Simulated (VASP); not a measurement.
A run of VASP 6.6.1:

Contents of INCAR:

```
SYSTEM = BN
PREC     = Accurate       ! precision mode
ENCUT    = 520            ! plane-wave cutoff, eV
EDIFF    = 1E-6           ! SCF threshold, eV
ISMEAR   = 0              ! smearing method
SIGMA    = 0.02           ! smearing width, eV
LREAL    = .FALSE.        ! projectors in reciprocal space
LASPH    = .TRUE.         ! aspherical terms in the spheres
NELM     = 80             ! most SCF steps
ALGO     = Normal         ! electronic algorithm
ISIF     = 2              ! what is computed and relaxed
LWAVE    = .FALSE.        ! write WAVECAR
LCHARG   = .FALSE.        ! write CHGCAR
METAGGA  = R2SCAN         ! meta-GGA
LMIXTAU  = .TRUE.
```

File KPOINTS:

```
regular mesh
0
G
  12 12 4
  0 0 0
```

POSCAR

```
BN
1.0
    2.4982400000      0.0000000000      0.0000000000
   -1.2491200000      2.1635393048      0.0000000000
    0.0000000000      0.0000000000      6.6357000000
N B
2 2
Direct
    0.6666666667      0.3333333333      0.2500000000
    0.3333333333      0.6666666667      0.7500000000
    0.6666666667      0.3333333333      0.7500000000
    0.3333333333      0.6666666667      0.2500000000
```

KPOINTS_OPT

```
path GMKGALHA,LM,KH
20
line-mode
reciprocal
 0.0000000000  0.0000000000  0.0000000000  G
 0.5000000000  0.0000000000  0.0000000000  M

 0.5000000000  0.0000000000  0.0000000000  M
 0.3333333333  0.3333333333  0.0000000000  K

 0.3333333333  0.3333333333  0.0000000000  K
 0.0000000000  0.0000000000  0.0000000000  G

 0.0000000000  0.0000000000  0.0000000000  G
 0.0000000000  0.0000000000  0.5000000000  A

 0.0000000000  0.0000000000  0.5000000000  A
 0.5000000000  0.0000000000  0.5000000000  L

 0.5000000000  0.0000000000  0.5000000000  L
 0.3333333333  0.3333333333  0.5000000000  H

 0.3333333333  0.3333333333  0.5000000000  H
 0.0000000000  0.0000000000  0.5000000000  A

 0.5000000000  0.0000000000  0.5000000000  L
 0.5000000000  0.0000000000  0.0000000000  M

 0.3333333333  0.3333333333  0.0000000000  K
 0.3333333333  0.3333333333  0.5000000000  H
```

Potentials or basis: VASP PAW PBE potentials, release 64 (N, B).

Run with:

```console
$ cat potpaw_PBE.64/N/POTCAR potpaw_PBE.64/B/POTCAR > POTCAR
$ mpirun -np 1 vasp_std > vasp.out
```

Hardware: 1 thread of Intel(R) Xeon(R) Platinum 8375C CPU @ 2.90GHz (Ice Lake), with other jobs on the host.

How long does it take, and how much memory?

Run time: 5.3 min on 1 thread of Intel(R) Xeon(R) Platinum 8375C CPU @ 2.90GHz (Ice Lake) (shared host), peak memory 0.18 GiB. Counts: scf iterations 54, k points 57.
